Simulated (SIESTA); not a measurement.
The system is CdSe (Cadmoselite).

```
CELL_PARAMETERS angstrom
4.30000 0.00000 0.00000
-2.15000 3.72391 0.00000
0.00000 0.00000 7.02000
ATOMIC_POSITIONS crystal
Cd 0.66667 0.33333 0.50000
Cd 0.33333 0.66667 0.00000
Se 0.66667 0.33333 0.88500
Se 0.33333 0.66667 0.38500
```

Base run:

- Program: SIESTA 5.4.2
- Functional: RPBE
- Potentials or basis: PseudoDojo 0.4 standard (PBE files)
- Basis: DZP (energy shift 0.002 Ry)
- Grid cutoff: 800 Ry
- Energy shift: 0.002 Ry
- k mesh: 7 × 7 × 4
- Occupations: fermi-dirac, width 0.05 eV
- Spin: no spin polarisation

Its results: band gap on the k mesh 1.12 eV, direct; pressure 6.0 GPa; largest force 0.344 eV/Å.

**Question.** The run is repeated on the same cell with these changes: functional from RPBE to RGE2. What comes out?

**Answer.** Band gap on the k mesh 0.96 eV, direct; pressure 2.4 GPa; largest force 0.321 eV/Å.

Caveats: semicore shells carry a single zeta, which can move pressures by several GPa and volumes by a few percent; the potentials were made for another functional, which shifts forces and pressure; the basis of atomic orbitals isn't converged, which shifts pressures, moduli and gaps.

Not every run made on this cell is shown here.
